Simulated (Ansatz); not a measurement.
Crystal: Zn.

```
CELL_PARAMETERS angstrom
2.67000 0.00000 0.00000
-1.33500 2.31229 0.00000
0.00000 0.00000 4.96600
ATOMIC_POSITIONS crystal
Zn 0.66667 0.33333 0.75000
Zn 0.33333 0.66667 0.25000
```

* Program: Ansatz 0.2.0
* Task: relaxation of cell and atoms
* Functional: PBEsol0
* Potentials or basis: Ansatz PAW
* Cutoff: 420 eV (not typed: the program's choice for these potentials)
* k mesh: 6 × 6 × 3
* Occupations: fermi-dirac, width 0.05 eV
* Spin: no spin polarisation

At the start: volume 15.33 Å³/atom.

**Question.** Where does the relaxation end?

**Answer.** It ends after 6 steps and the volume is 14.60 Å³/atom (-4.7 %); space group P6_3/mmc (No. 194, to 0.05 Å).

Step by step:
| step | energy change (eV) | largest force (eV/Å) | volume (Å³) |
| --- | --- | --- | --- |
| 1 | 0.0000 | 0.0000 | 30.66 |
| 2 | -0.0412 | 0.0000 | 29.80 |
| 3 | -0.0448 | 0.0000 | 28.88 |
| 4 | -0.0454 | 0.0000 | 29.23 |
| 5 | -0.0454 | 0.0000 | 29.21 |
| 6 | -0.0440 | 0.0000 | 29.21 |

Final structure:
```yaml
crystal:
  lattice:
    - [2.59383, 0.00000, 0.00000]
    - [-1.29691, 2.24632, 0.00000]
    - [0.00000, 0.00000, 5.01263]
  atoms:
    - { symbol: Zn, position: [0.66667, 0.33333, 0.75000] }
    - { symbol: Zn, position: [0.33333, 0.66667, 0.25000] }
```

Caveat: the k mesh is coarse (spacing up to 0.45 Å⁻¹), so the values aren't converged, least of all with exact exchange; the plane-wave basis is chosen anew once the cell has moved, so the energies of steps on either side of that aren't comparable; the PAW data sets come from PBE, with cores solved anew for the run's functional, which leaves a small shift of forces and pressure.
